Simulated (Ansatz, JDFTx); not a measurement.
This is a calculation of ZnO (zincite) for Ansatz 0.2.0. 

Contents of input.yaml:

```yaml
crystal:
  lattice:
    - [3.249308, 0.0, 0.0]
    - [-1.624654, 2.8139832727, 0.0]
    - [0.0, 0.0, 5.205709]
  atoms:
    - { symbol: Zn, position: [0.6666666667, 0.3333333333, 0.0] }
    - { symbol: Zn, position: [0.3333333333, 0.6666666667, 0.5] }
    - { symbol: O, position: [0.3333333333, 0.6666666667, 0.87901] }
    - { symbol: O, position: [0.6666666667, 0.3333333333, 0.37901] }
hamiltonian:
  xc: pbesol
  pseudopotentials: { kind: paw }
kpoints:
  mp_grid: { grid: [9, 9, 5] }
scf:
  occupations: { method: gaussian, width: 0.1 }
output:
  forces: true
  stress: true
  eigenvalues: true
```

Potentials or basis: Ansatz PAW.

Launch:

```sh
$ ansatz run input.yaml --threads 2 --pin off --max-ram 5632MiB --backend cpu --events-out ev --progress --plain --runs-dir out
```

Q: Set up the same calculation for JDFTx 1.7.0 (patched build). Potentials or basis there: PseudoDojo-SR-PBEsol-0.4.1-standard with smoothed tails, cutoff 1143 eV.

A: As run (cutoffs and basis follow the program's own potentials, and thresholds, step limits or extra output files can differ):

ZnO.in

```
lattice \
    6.1403022146    -3.0701511073     0.0000000000 \
    0.0000000000     5.3176577047     0.0000000000 \
    0.0000000000     0.0000000000     9.8373642945
coords-type Lattice
ion Zn     0.6666666667     0.3333333333     0.0000000000 1
ion Zn     0.3333333333     0.6666666667     0.5000000000 1
ion O      0.3333333333     0.6666666667     0.8790100000 1
ion O      0.6666666667     0.3333333333     0.3790100000 1

ion-species pseudo/Zn.upf
ion-species pseudo/O.upf
elec-cutoff 42 336
elec-ex-corr gga-PBEsol
kpoint-folding 9 9 5
elec-smearing Gauss 0.0018374661
elec-n-bands 34
electronic-SCF nIterations 100 energyDiffThreshold 1e-09
electronic-minimize nIterations 30 energyDiffThreshold 1e-7
converge-empty-states yes
forces-output-coords Cartesian

dump-name run.$VAR
dump End Ecomponents EigStats BandEigs Kpoints Forces Stress ElecDensity Dtot KEdensity
```

Potentials or basis: PseudoDojo-SR-PBEsol-0.4.1-standard with smoothed tails.

Run with:

```sh
$ jdftx -c 1 -i ZnO.in -o ZnO.out
```

Both were run:

|  | Ansatz | JDFTx |
| --- | --- | --- |
| Pressure | -1.4 GPa | -2.0 GPa |
| Largest force | 0.062 eV/Å | 0.062 eV/Å |

Ansatz's pressure holds a Pulay term of +0.76 GPa for its cutoff of 420 eV, which the other run lacks.

The potentials hold 36 and 52 valence electrons a cell.

Ansatz's potentials were made for PBE.

Where Ansatz's input types no cutoff or centring, it takes its own default and a Γ-centred mesh.

Pressure is positive in compression.
